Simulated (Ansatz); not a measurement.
# BaTiO3 (R3m) in Ansatz: settings compared

Aim: see how the results for BaTiO3 move with the level of theory and the settings. Levels: PBE+D3(BJ), PBEsol+U, r2SCAN+D3(BJ), PBE. Tasks: relaxation of cell and atoms, single point.

Program: Ansatz 0.2.0. These are calculated values, not measurements. Logs are shortened: lines on timing, memory, paths and dates and some standing lists are left out, and cuts for length are marked.

## Step 1: The structure

The structure is trigonal, space group R3m (No. 160). Conventional cell: a = 5.655 Å, b = 5.655 Å, c = 6.955 Å, α = 90.00°, β = 90.00°, γ = 120.00°. Around Ba (site symmetry 3m) lie 12 O at 2.79 to 2.89 Å. Ti (site symmetry 3m) is surrounded by 6 O at 1.87 to 2.14 Å. O (site symmetry m) has 2 Ti at 1.87 to 2.14 Å as nearest neighbours.

## Step 2: Relaxation of cell and atoms, PBE+D3(BJ)

File input.yaml:

```yaml
crystal:
  lattice:
    - [2.8273666084, 1.6323808724, 2.3183934932]
    - [-2.8273666084, 1.6323808724, 2.3183934932]
    - [0.0, -3.2647617449, 2.3183934932]
  atoms:
    - { symbol: Ba, position: [0.0, 0.0, 0.0] }
    - { symbol: Ti, position: [0.4845, 0.4845, 0.4845] }
    - { symbol: O, position: [0.5086, 0.0175, 0.5086] }
    - { symbol: O, position: [0.0175, 0.5086, 0.5086] }
    - { symbol: O, position: [0.5086, 0.5086, 0.0175] }
hamiltonian:
  xc: pbe
  pseudopotentials: { kind: paw }
  dispersion: d3bj
kpoints:
  mp_grid: { grid: [7, 7, 7] }
scf:
  occupations: { method: fermi_dirac, width: 0.05 }
output:
  forces: true
  stress: true
  eigenvalues: true
relax:
  f_tol: 0.01
  max_steps: 40
  cell: { stress_tol: 0.05 }
```

Potentials or basis: Ansatz PAW.

Started as:

```sh
$ ansatz run input.yaml --threads 2 --pin off --max-ram 5632MiB --backend cpu --events-out ev --progress --plain --runs-dir out
```

Log:

```text
Warning: RAYON_NUM_THREADS=2 ignored (pool sized by the plan → 2); use --threads N
Engine: ansatz 0.2.0, aarch64-unknown-linux-gnu
Pseudopotentials: kind: paw
Pseudopotential: Ba, paw, valence charge 10, recommended cutoff 420 eV (normal), Ba.paw.azcp
Pseudopotential: Ti, paw, valence charge 12, recommended cutoff 420 eV (normal), Ti.paw.azcp
Pseudopotential: O, paw, valence charge 6, recommended cutoff 420 eV (normal), O.paw.azcp
Functional definition: PBE
  parameter kappa = 0.804
  parameter beta = 0.06672455060314922
  exchange = pbe_x(kappa = kappa, mu = beta*pi^2/3)
  correlation = pbe_c(beta = beta)
Crystal: 5 atoms, lattice volume = 64.201 Å³
Basis set: ecut = 420 eV, 1237 PW (Γ), exchange–correlation on 54×54×54 points (8 copies of the dense FFT grid, shifted against one another)
Bands: 25, of which v1, the nominal top of the filled ones, is band 20 counted from 1 (19 counted from 0)
Symmetry: 6 space group operations
Space group: R3m (ITA 160), of the structure as read, at distance tolerance 4.0e-5 Å
k-points: 44 of 343 (time reversal used)
Non-local potential: Ba, projectors of the file, l = 0: 3, l = 1: 2, l = 2: 2, l = 3: 2
Non-local potential: Ti, projectors of the file, l = 0: 3, l = 1: 2, l = 2: 3, l = 3: 1
Non-local potential: O, projectors of the file, l = 0: 2, l = 1: 2, l = 2: 1
PAW form: soft (Blöchl's): semilocal exchange-correlation on the pseudo side does not see the compensation charge
PAW one-centre angular grid: Ba, 194 points (default); XC on 64 Gauss nodes
PAW one-centre angular grid: Ti, 590 points (default); XC on 64 Gauss nodes
PAW one-centre angular grid: O, 110 points (default); XC on 64 Gauss nodes
Initial density: superposition of atomic densities (neutral atoms: chi_scale 0, normalization atom), corrected by the library's trained network
Initial wavefunctions: pseudopotential atomic-orbital guess
Functional: x = pbe(κ = 0.804, μ = 0.2195149727645171), c = pbe(β = 0.06672455060314922)
SCF iter   1: F=—  HF=-10160.916283 eV  |F-HF|=—  |Δ(HF+E_count)|=         —  Δρ=1.55e-3  dr2=9.38e-4  ethr=1.77e-3  ⟨swp⟩=6.0  Hψ=5482  notcnv=0
preconditioner: auto → Resta (q_TF=auto, 2.521 Å⁻¹)  ε∞=5.7  [insulator: Δε(μ)=2.479 eV  Ē_g=12.143 eV  σ=0.050 eV  W_gap=1.00  n_scr=18 (ndim 8)  ℏωp=26.2 eV  f_vac=0.000  D(μ)=0.00/eV (n_scr^D=0)  ε∞_Penn≈5.7]
SCF iter   2: F=—  HF=-10160.916645 eV  |F-HF|=—  |Δ(HF+E_count)|=   3.62e-4  Δρ=7.74e-4  dr2=2.50e-4  ethr=2.35e-6  ⟨swp⟩=2.0  Hψ=2226  notcnv=0
SCF iter   3: F=—  HF=-10160.916815 eV  |F-HF|=—  |Δ(HF+E_count)|=   1.70e-4  Δρ=1.08e-4  dr2=1.23e-5  ethr=6.25e-7  ⟨swp⟩=2.6  Hψ=1571  notcnv=0  defer=2
SCF iter   4: F=—  HF=-10160.916266 eV  |F-HF|=—  |Δ(HF+E_count)|=   5.48e-4  Δρ=5.37e-5  dr2=2.24e-6  ethr=3.08e-8  ⟨swp⟩=2.0  Hψ=1925  notcnv=0  defer=2
iter 5 did not close the SCF: its close was put off for the readings that it lacked (scf_convergence_deferred on its scf_iter line)
SCF iter   5: F=-10160.916266 eV  HF=-10160.916266 eV  |F-HF|=1.73e-8  |Δ(HF+E_count)|=   9.87e-8  Δρ=1.60e-5  dr2=9.84e-8  ethr=5.60e-9  ⟨swp⟩=2.7  Hψ=1909  notcnv=0  defer=2
SCF iter   6: F=-10160.916266 eV  HF=-10160.916266 eV  |F-HF|=1.93e-9  |Δ(HF+E_count)|=   5.44e-8  Δρ=3.15e-6  dr2=2.90e-9  ethr=2.46e-10  ⟨swp⟩=6.9  Hψ=5264  notcnv=0
SCF 1 converged in 6 iterations: F = -10160.916266 eV  dr2 = 2.90e-9
relax step   1: F+E_penalty+E_count = -10160.91626639 eV  Δ(F+E_penalty+E_count) = +0.000e0 eV  max|allowed force component| = 1.350e-1 eV/Å  Δτ_max = 0.0000 Å  P = +1.656 GPa  Ω = 64.201 Å³  (6 SCF iters, dr2 threshold 1.00e-7 eV, accepted)
Crystal: 5 atoms, lattice volume = 64.880 Å³
Basis set: ecut = 420 eV, 1273 PW (Γ), exchange–correlation on 54×54×54 points (8 copies of the dense FFT grid, shifted against one another)
Initial density: handed on by an earlier stage of this run
[... 83 lines left out ...]
iter 1 solved again at ethr=2.15e-7 eV; its pass at ethr=3.10e-3 eV (dr2=8.60e-5 eV) is discarded
SCF iter   1: F=—  HF=-10160.922230 eV  |F-HF|=—  |Δ(HF+E_count)|=         —  Δρ=3.61e-4  dr2=8.94e-5  ethr=2.15e-7  ⟨swp⟩=1.1  Hψ=4613  notcnv=0
preconditioner: auto → Resta (q_TF=auto, 2.517 Å⁻¹)  ε∞=5.6  [insulator: Δε(μ)=2.505 eV  Ē_g=12.101 eV  σ=0.050 eV  W_gap=1.00  n_scr=18 (ndim 8)  ℏωp=26.1 eV  f_vac=0.000  D(μ)=0.00/eV (n_scr^D=0)  ε∞_Penn≈5.6]
SCF iter   2: F=—  HF=-10160.921660 eV  |F-HF|=—  |Δ(HF+E_count)|=   5.70e-4  Δρ=1.92e-4  dr2=2.60e-5  ethr=2.15e-7  ⟨swp⟩=1.1  Hψ=1108  notcnv=0
SCF iter   3: F=—  HF=-10160.921654 eV  |F-HF|=—  |Δ(HF+E_count)|=   6.43e-6  Δρ=2.07e-5  dr2=2.73e-7  ethr=6.51e-8  ⟨swp⟩=2.3  Hψ=1930  notcnv=0
SCF iter   4: F=—  HF=-10160.921654 eV  |F-HF|=—  |Δ(HF+E_count)|=   3.25e-7  Δρ=4.39e-6  dr2=1.29e-8  ethr=6.82e-10  ⟨swp⟩=2.3  Hψ=1900  notcnv=0
SCF iter   5: F=—  HF=-10160.921654 eV  |F-HF|=—  |Δ(HF+E_count)|=   3.27e-9  Δρ=1.66e-6  dr2=1.19e-9  ethr=3.22e-11  ⟨swp⟩=2.2  Hψ=1676  notcnv=0
SCF iter   6: F=—  HF=-10160.921654 eV  |F-HF|=—  |Δ(HF+E_count)|=  1.27e-11  Δρ=4.96e-7  dr2=1.40e-10  ethr=2.97e-12  ⟨swp⟩=2.0  Hψ=1926  notcnv=0
SCF iter   7: F=-10160.921654 eV  HF=-10160.921654 eV  |F-HF|=1.82e-12  |Δ(HF+E_count)|=  9.09e-12  Δρ=8.32e-8  dr2=4.50e-12  ethr=1.00e-12  ⟨swp⟩=4.9  Hψ=4185  notcnv=0
SCF 8 converged in 7 iterations: F = -10160.921654 eV  dr2 = 4.50e-12
relax step   8: F+E_penalty+E_count = -10160.92165395 eV  Δ(F+E_penalty+E_count) = +1.500e-4 eV  max|allowed force component| = 3.958e-4 eV/Å  Δτ_max = 0.0016 Å  P = +0.002 GPa  Ω = 64.868 Å³  energy of the carried Pulay correction = -1.705e-4 eV  (7 SCF iters, accepted)
iter 1 solved again at ethr=2.03e-8 eV; its pass at ethr=3.10e-3 eV (dr2=8.13e-6 eV) is discarded
SCF iter   1: F=—  HF=-10160.922399 eV  |F-HF|=—  |Δ(HF+E_count)|=         —  Δρ=2.46e-5  dr2=2.14e-7  ethr=2.03e-8  ⟨swp⟩=3.4  Hψ=8874  notcnv=0
preconditioner: auto → Resta (q_TF=auto, 2.517 Å⁻¹)  ε∞=5.6  [insulator: Δε(μ)=2.500 eV  Ē_g=12.096 eV  σ=0.050 eV  W_gap=1.00  n_scr=18 (ndim 8)  ℏωp=26.1 eV  f_vac=0.000  D(μ)=0.00/eV (n_scr^D=0)  ε∞_Penn≈5.6]
SCF iter   2: F=—  HF=-10160.921847 eV  |F-HF|=—  |Δ(HF+E_count)|=   5.52e-4  Δρ=1.07e-5  dr2=4.01e-8  ethr=5.36e-10  ⟨swp⟩=2.9  Hψ=2231  notcnv=0
SCF iter   3: F=—  HF=-10160.921847 eV  |F-HF|=—  |Δ(HF+E_count)|=   3.37e-9  Δρ=7.16e-6  dr2=1.70e-8  ethr=1.00e-10  ⟨swp⟩=1.2  Hψ=1110  notcnv=0
SCF iter   4: F=—  HF=-10160.921847 eV  |F-HF|=—  |Δ(HF+E_count)|=   4.12e-9  Δρ=2.03e-6  dr2=1.73e-9  ethr=4.25e-11  ⟨swp⟩=1.4  Hψ=1130  notcnv=0
SCF iter   5: F=—  HF=-10160.921847 eV  |F-HF|=—  |Δ(HF+E_count)|=  1.95e-10  Δρ=7.30e-7  dr2=2.40e-10  ethr=4.33e-12  ⟨swp⟩=1.9  Hψ=1288  notcnv=0
SCF iter   6: F=—  HF=-10160.921847 eV  |F-HF|=—  |Δ(HF+E_count)|=  2.18e-11  Δρ=4.42e-7  dr2=7.70e-11  ethr=1.00e-12  ⟨swp⟩=4.9  Hψ=3907  notcnv=0
SCF iter   7: F=-10160.921847 eV  HF=-10160.921847 eV  |F-HF|=7.28e-12  |Δ(HF+E_count)|=  9.09e-12  Δρ=1.91e-7  dr2=1.38e-11  ethr=1.00e-12  ⟨swp⟩=4.0  Hψ=3416  notcnv=0
SCF 9 converged in 7 iterations: F = -10160.921847 eV  dr2 = 1.38e-11
relax step   9: F+E_penalty+E_count = -10160.92184678 eV  Δ(F+E_penalty+E_count) = -1.928e-4 eV  max|allowed force component| = 3.935e-4 eV/Å  Δτ_max = 0.0000 Å  P = +0.005 GPa  Ω = 64.868 Å³  stress off target by 5.26e-3 GPa  SCF on the basis re-selected at this cell (its energy is not comparable with the rows above)  (7 SCF iters)
basis re-selected at this cell: Δ(F+E_penalty+E_count) = -1.928e-4 eV, ΔP = +0.002 GPa vs the last step (what re-selecting the basis moved, of the pressure what is left beyond the Pulay correction that the steps carried, after the strain that the cell walked since its last selection, with what the two solves' SCF thresholds leave and, on support functions, any second-order correction that the steps lacked; it is no measure of the basis error at this ecutwfc). This SCF's stress stands 5.26e-3 GPa from its target on what of the cell is left free (relax.cell.stress_tol is 5.00e-2 GPa) and its largest allowed force component is 3.94e-4 eV/Å (relax.f_tol is 1.00e-2 eV/Å): within both
SCF converged after 7 iterations
Free energy (F): -10160.921847 eV
Harris-Foulkes:  -10160.921847 eV  (|F-HF|=7.28e-12)
Internal energy: -10160.921847 eV  (E = F + TS)
E sigma→0 (E₀):  -10160.921847 eV
Fermi energy:    11.314053 eV
--- Per-component energies (eV) ---
  E_band       = -145.620993
  E_kinetic    = 970.916563
  E_local      = -2131.699971  (includes V_loc(G=0)·N_el)
  E_nonlocal   = 203.907499
  E_hartree    = 833.512610
  E_xc         = -491.570364
  E_vxc        = -546.257763  (∫ρ·V_xc dr)
  E_paw        = -6744.905831  (= ΣΔE_a)
  E_vpaw       = -309.519778  (= ΣTr[D̂ρ^β])
  E_aug_tail   = 0.007275  (compensation charges beyond the density's cutoff)
  E_ewald      = -2799.779804
  E_disp       = -1.309824  (pairwise vdW)
  E_smearing   = -0.000000  (= −TS)
  E_closure    = -0.000000  (closes the sum)
  Σ components = -10160.921847   (vs F -10160.921847, Δ=0.00e0)
--- Forces (eV/Å), atoms counted from 1 ---
  atom   1  Ba    -0.00000000    -0.00000000     0.00022154
  atom   2  Ti    -0.00000000     0.00000000    -0.00029297
  atom   3  O      0.00034082    -0.00019677     0.00002436
  atom   4  O     -0.00034082    -0.00019677     0.00002436
  atom   5  O     -0.00000000     0.00039354     0.00002436
  max |Σ_I F_I| component: 1.66e-6 eV/Å
--- Stress (GPa, compression-positive) ---
        0.005261       0.000000       0.000000
       -0.000000       0.005261       0.000000
       -0.000000       0.000000       0.003497
  P = ⅓ Tr σ = 0.0047 GPa (0.047 kbar)
--- Band table (eV; the first three rows and the last of 44) ---
  k-point 0: bands = ["-46.1458", "-22.4105", "-22.4105", "-22.4065", "-14.5618", "-6.6661", "-6.0020", "-6.0020", "0.2525", "0.2525", "0.2528", "7.9055", "7.9055", "7.9061", "8.7682", "8.7682", "9.0200", "9.5683", "9.7015", "9.7015", "12.5259", "12.5259", "12.6877", "14.5899", "14.5899"]
  k-point 1: bands = ["-46.1456", "-22.4190", "-22.4101", "-22.4071", "-14.5408", "-6.6769", "-5.9960", "-5.9883", "0.2808", "0.2822", "0.3268", "7.5685", "7.8508", "7.8616", "8.5719", "8.5882", "8.8940", "9.2537", "9.6145", "9.6540", "12.5582", "12.8187", "12.8203", "14.5873", "15.0643"]
  k-point 2: bands = ["-46.1453", "-22.4398", "-22.4093", "-22.4065", "-14.4928", "-6.7601", "-5.9823", "-5.8867", "0.3461", "0.3508", "0.4913", "6.8664", "7.6730", "7.6922", "8.2796", "8.2943", "8.6150", "8.7889", "9.3774", "9.4354", "12.6263", "13.3241", "13.4303", "14.5780", "15.7763"]
  k-point 43: bands = ["-46.1434", "-22.4526", "-22.4524", "-22.4480", "-14.3203", "-5.8928", "-5.8228", "-5.8119", "-0.3736", "-0.3727", "-0.2589", "5.9094", "6.5714", "6.5852", "7.5790", "7.7538", "7.8061", "9.9418", "9.9470", "10.0106", "14.3027", "14.4660", "14.4667", "16.8124", "16.8868"]
--- Relaxed structure (7 steps of the walk, 5 accepted, 2 SCFs on fresh bases) ---
  F+E_penalty+E_count = -10160.92184678 eV   max|allowed force component| = 3.935e-4 eV/Å   (the final SCF, on the basis selected at the relaxed cell)
  cell:  # Å, volume = 64.8679 Å³
    - [2.8365078975698133, 1.6376585982037, 2.3273996885845345]
    - [-2.8365078975698133, 1.6376585982037, 2.3273996885845345]
    - [2.200628048212383e-19, -3.2753171964575944, 2.3273996885492156]
  atoms:
    - { symbol: Ba, position: [-0.003172753941330284, -0.0031727539413302836, -0.003172753941330285] }
    - { symbol: Ti, position: [0.4842731664355671, 0.4842731664355671, 0.4842731664355672] }
    - { symbol: O, position: [0.5101641304818307, 0.017771326542101784, 0.5101641304818307] }
    - { symbol: O, position: [0.017771326542101784, 0.5101641304818307, 0.5101641304818307] }
    - { symbol: O, position: [0.5101641304818306, 0.5101641304818306, 0.01777132654210195] }
```

Wall time 46 s (2 threads of Arm Neoverse V1, shared host); peak memory 0.46 GiB.

Results:

| Item | Value |
| --- | --- |
| Free energy | -10160.9218 eV |
| Relaxed volume | 12.97 Å³/atom |
| Relaxed cell | a = 4.018 Å, b = 4.018 Å, c = 4.018 Å, α = 89.81°, β = 89.81°, γ = 89.81° |
| Space group after relaxing (to 0.05 Å) | R3m (No. 160) |
| Energy gained by relaxing | 1.1 meV/atom |
| Ionic steps | 7 |
| Pressure after relaxing | 0.0 GPa |
| Band gap on the k mesh | 2.50 eV, indirect (least direct gap 2.82 eV) |

The path:
| step | energy change (eV) | largest force (eV/Å) | volume (Å³) |
| --- | --- | --- | --- |
| 1 | 0.0000 | 0.1350 | 64.20 |
| 2 | -0.0035 | 0.0106 | 64.77 |
| 3 | -0.0033 | 0.0096 | 64.81 |
| 4 | -0.0033 | 0.0086 | 64.82 |
| 5 | -0.0055 | 0.0086 | 64.82 |
| 6 | -0.0054 | 0.0004 | 64.87 |
| 7 | -0.0056 | 0.0004 | 64.87 |

Final structure:
```
Ba Ti O
1.0
     2.83651    1.63766    2.32740
    -2.83651    1.63766    2.32740
     0.00000   -3.27532    2.32740
Ba Ti O
1 1 3
Direct
  0.99683 0.99683 0.99683
  0.48427 0.48427 0.48427
  0.51016 0.01777 0.51016
  0.01777 0.51016 0.51016
  0.51016 0.51016 0.01777
```

Levels at points of the mesh, in eV from the valence-band top:
| k point | band 16 | band 17 | band 18 | band 19 | band 20 | band 21 | band 22 | band 23 | band 24 | band 25 |
| --- | --- | --- | --- | --- | --- | --- | --- | --- | --- | --- |
| (0.00, 0.00, 0.00) | -1.26 | -1.01 | -0.46 | -0.32 | -0.32 | 2.50 | 2.50 | 2.66 | 4.56 | 4.56 |

Caveat: odd divisions of the mesh miss points on the zone boundary, where band edges often lie, so the gap on the mesh can be too wide; the plane-wave basis is chosen anew once the cell has moved, so the energies of steps on either side of that aren't comparable; the pressure holds a Pulay correction of +0.5 GPa for the finite cutoff; spin-orbit coupling is left out, which moves the levels of the heavy elements. A hybrid or GW would open this gap; PBE tends to underestimate it.

(Part 1 of 2 ends here.)
